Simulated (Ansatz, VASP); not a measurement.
Al: VASP beside Ansatz

```
Al
1.0
     2.72176    0.00000    0.00000
     0.00000    2.72176    0.00000
     0.00000    0.00000    2.72176
Al
1
Direct
  0.00000 0.00000 0.00000
```

The cell was built by a generator and needn't be a form met in nature.

Alike in both runs: functional r2SCAN; k mesh 6 × 6 × 6; occupations fermi-dirac, width 0.05 eV; no spin polarisation.

|  | VASP | Ansatz |
| --- | --- | --- |
| version | VASP 6.6.1 | Ansatz 0.2.0 |
| potentials or method | VASP PAW PBE potentials, release 64 (Al) | Ansatz PAW |
| plane-wave cutoff (eV) | 520 | 500 |
| valence electrons in the cell | 3 | 3 |
| task | single point | band structure |

Ansatz gave:

```
gap on the k mesh at the Fermi level (eV) : none
pressure (GPa)                            : -0.7
```

Task: Which values does VASP return?

Result: gap on the k mesh at the Fermi level (eV): none; pressure (GPa): -0.9.

A gap of «none» marks a metal or a gap that the smearing closes. With one functional, cell and mesh, what is left measures potentials, basis and numerics.

Caveats: the k mesh is coarse (spacing up to 0.38 Å⁻¹), so the values aren't converged; the PAW data sets were made with another functional, which shifts forces and pressure a little (VASP); the PAW data sets come from PBE, with cores solved anew for the run's functional, which leaves a small shift of forces and pressure (Ansatz).
